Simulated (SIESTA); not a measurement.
Runs of SIESTA 5.4.2 on PtSe2 (Sudovikovite). It takes space group P-3m1 (No. 164, trigonal). The conventional cell has a = 3.724 Å, b = 3.724 Å, c = 5.062 Å, α = 90.00°, β = 90.00°, γ = 120.00°. Pt (site symmetry -3m) has 6 Se at 2.49 Å as nearest neighbours. Around Se (site symmetry 3m) lie 3 Pt at 2.49 Å. 

```tsv
potentials or basis	gap on the mesh (eV)	pressure (GPa)	largest force (eV/Å)
PseudoDojo 0.4 standard (PBE files), DZP (energy shift 0.003 Ry; two zetas on semicore shells)	none	11.8	1.19
PseudoDojo 0.4 standard (PBE files), DZ (energy shift 0.003 Ry; two zetas on semicore shells)	none	(b)	2.00
PseudoDojo 0.4 standard (PBE files), TZDP (energy shift 0.003 Ry; two zetas on semicore shells)	none	10.5	1.04
PseudoDojo 0.4 standard (PBE files), SZP (energy shift 0.003 Ry)	none	15.7	(a)
PseudoDojo 0.4 standard (PBE files), SZ (energy shift 0.003 Ry)	none	(c)	2.53
```

Alike in all rows: task band structure; level PBE; no spin polarisation; cell as given; k mesh 8 × 8 × 5; smearing fermi-dirac 0.05 eV; grid cutoff 800 Ry; energy shift 0.003 Ry.

**Question.** Estimate the missing entries.

**Answer.** (a) 1.79; (b) 9.5; (c) 21.5.

Caveats: short orbitals over semicore shells can move pressures by several GPa; spin-orbit coupling is left out, which moves the levels of the heavy elements; the basis of atomic orbitals isn't converged, which shifts pressures, moduli and gaps; forces of over 1 eV/Å show positions far from the minimum, so gaps and moduli don't describe the material at rest; the basis has no polarisation orbitals (some runs).

A k mesh can miss the band edges, and the runs leave out spin-orbit coupling on Pt, Se.

A gap of «none» marks a metal or a gap under the smearing width.
